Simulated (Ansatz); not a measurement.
`FC(F)(F)OC(F)(F)C(F)(F)F` + H₂ → `FC(F)OC(F)(F)F` + trifluoromethane at 400 K and 1 bar (hydrogenolysis of a C–C bond).

Isolated molecules relaxed with PBE0-D4/def2-TZVP in Ansatz; ΔE leaves out vibrations. CCSD(T)/CBS adds triple-zeta CCSD(T) − MP2 to the extrapolated MP2 energy (def2 sets, frozen cores). This one scheme is used for every species. One conformer a species, not always the lowest.

```tsv
species	CCSD(T)/CBS energy (Eh)	H − E (kJ/mol)	S (J/(mol·K))
`FC(F)(F)OC(F)(F)C(F)(F)F`	-987.65950	170.1	474.6
H₂	-1.17544	38.0	139.0
`FC(F)OC(F)(F)F`	-650.83987	144.8	395.6
`FC(F)F`	-338.02896	84.0	275.7
```

H − E and S are ideal-gas, rigid-rotor, harmonic terms from PBE0-D4/def2-TZVP, for one conformer and one mirror image of each species. For small species the MP2-based limit differs from directly extrapolated CCSD(T) by up to some mEh (0.8 for H₂); such offsets cancel only in part. 1 Eh = 2625.50 kJ/mol, R = 8.31446 J/(mol·K).

Question: By hand: ΔE, ΔH, ΔS and ΔG.

Answer: ΔE = (-650.83987) + (-338.02896) − (-987.65950) − (-1.17544) = -0.03389 Eh = -89.0 kJ/mol. Δ(H − E) = 144.8 + 84.0 − 170.1 − 38.0 = 20.7, so ΔH = -68.3 kJ/mol. ΔS = 395.6 + 275.7 − 474.6 − 139.0 = 57.7 J/(mol·K). ΔG = -68.3 − 400 × (57.7)/1000 = -91.4 kJ/mol.

Question: By hand: the equilibrium constant, and the temperature at which ΔG would vanish if ΔH and ΔS stayed fixed.

Answer: log₁₀ K = −ΔG/(RT ln 10) = 11.9. ΔH and −TΔS have one sign here, so there is no such temperature.

TΔS isn't small against ΔH here. A doubt of 5 kJ/mol in ΔE shifts log₁₀ K by 0.7 here. Other conformers and mirror images would add mixing entropy, several J/(mol·K) or more a flexible species. Modes under 60 cm⁻¹, often nearly free rotors, make the harmonic entropy too high. These are equilibria of isolated gas molecules and say nothing of rates. Largest T1 diagnostic: 0.012 (customary marks: 0.02 for closed shells, 0.045 for open ones).
